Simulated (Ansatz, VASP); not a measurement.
**One calculation of Ta, two programs**

Contents of INCAR:

```
SYSTEM = Ta
PREC = Accurate ; ENCUT = 520
EDIFF = 1E-7 ; ISMEAR = -1
SIGMA = 0.1 ; LREAL = .FALSE.
LASPH = .TRUE. ; NELM = 80
ALGO = Normal ; ISIF = 2
LWAVE = .FALSE. ; LCHARG = .FALSE.
GGA = PE ; NBANDS = 12
```

The input KPOINTS:

```
regular mesh
0
G
  16 16 16
  0 0 0
```

Contents of POSCAR:

```
Ta
1.0
    0.0000000000      2.1122865884      2.1122865884
    2.1122865884      0.0000000000      2.1122865884
    2.1122865884      2.1122865884      0.0000000000
Ta
1
Direct
    0.0000000000      0.0000000000      0.0000000000
```

Input for Ansatz:

```yaml
crystal:
  lattice:
    - [0.0, 2.1122865884, 2.1122865884]
    - [2.1122865884, 0.0, 2.1122865884]
    - [2.1122865884, 2.1122865884, 0.0]
  atoms:
    - { symbol: Ta, position: [0.0, 0.0, 0.0] }
kpoints:
  mp_grid: { grid: [16, 16, 16] }
  band_path:
    path:
      - [0.0, 0.0, 0.0]
      - [0.5, 0.0, 0.5]
      - [0.625, 0.25, 0.625]
      - [0.375, 0.375, 0.75]
      - [0.0, 0.0, 0.0]
      - [0.5, 0.5, 0.5]
      - [0.5, 0.25, 0.75]
      - [0.5, 0.0, 0.5]
    npoints: 14
scf:
  occupations: { method: fermi_dirac, width: 0.1 }
hamiltonian:
  xc: pbe
  pseudopotentials: { kind: all_electron, lapw: { basis_error: 0.001 } }
output:
  forces: true
  stress: true
  eigenvalues: true
  populations: true
  dos: { projected: true, de: 0.2, e_range: [-14, 8] }
```

This isn't the form of Ta at room conditions, which is bcc.

Alike in both runs: task single point; functional PBE; k mesh 16 × 16 × 16; occupations fermi-dirac, width 0.1 eV; no spin polarisation.

|  | VASP | Ansatz |
| --- | --- | --- |
| version | VASP 6.6.1 | Ansatz 0.2.0 |
| potentials or method | VASP PAW PBE potentials, release 64 (Ta_pv) | all-electron LAPW, scalar-relativistic |
| plane-wave cutoff (eV) | 520 | see its input |

```csv
,VASP,Ansatz,Ansatz less VASP
pressure (GPa),0.0,0.0,0.00
```

Ansatz ran all-electron here, so the differences hold the error of VASP's frozen core and of both bases.

The runs have no spin-orbit coupling, so splittings on Ta are missing.
